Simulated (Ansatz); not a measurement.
**Co: opening a crack plane**

Co, P6_3/mmc, a = 2.492 Å, c = 4.033 Å. Ansatz: PBE, PAW, 420 eV, Γ-centred 27×27×5 mesh on 6 atoms, Gaussian smearing 0.15 eV; collinear spin, largest moment 1.7 μB. One cut on (001) per cell of 6 atoms is opened rigidly by x, between planes of Co and Co that stand 2.02 Å apart; y is the energy per area (5.379 Å², 1 eV/Å² = 16.02 J/m²).

| x (Å) | y (J/m²) |
| --- | --- |
| 0.00 | 0.000 |
| 0.25 | 0.360 |
| 0.50 | 1.080 |
| 1.00 | 2.523 |
| 1.50 | ? |
| 2.00 | 3.950 |
| 3.00 | 4.290 |
| 6.00 | 4.355 |

Question: Fit the universal binding curve y = W[1 − (1 + x/l) e^(−x/l)] to the other rows, give the peak stress, and predict the missing value.

Answer: Least squares gives W = 4.38 J/m² and l = 0.517 Å. The stress dy/dx peaks at x = l with W/(e l) = 31.2 GPa, for rigid faces. At x = 1.50: x/l = 2.901, y = 3.441 J/m². The run gave 3.456 J/m², so the fit is 0.015 J/m² too low, within the rms miss on the fitted rows (0.016 J/m²).

Cost: 9 runs of about 16 core-minutes in all, on AMD EPYC 9R45 (Zen 5) (shared hosts).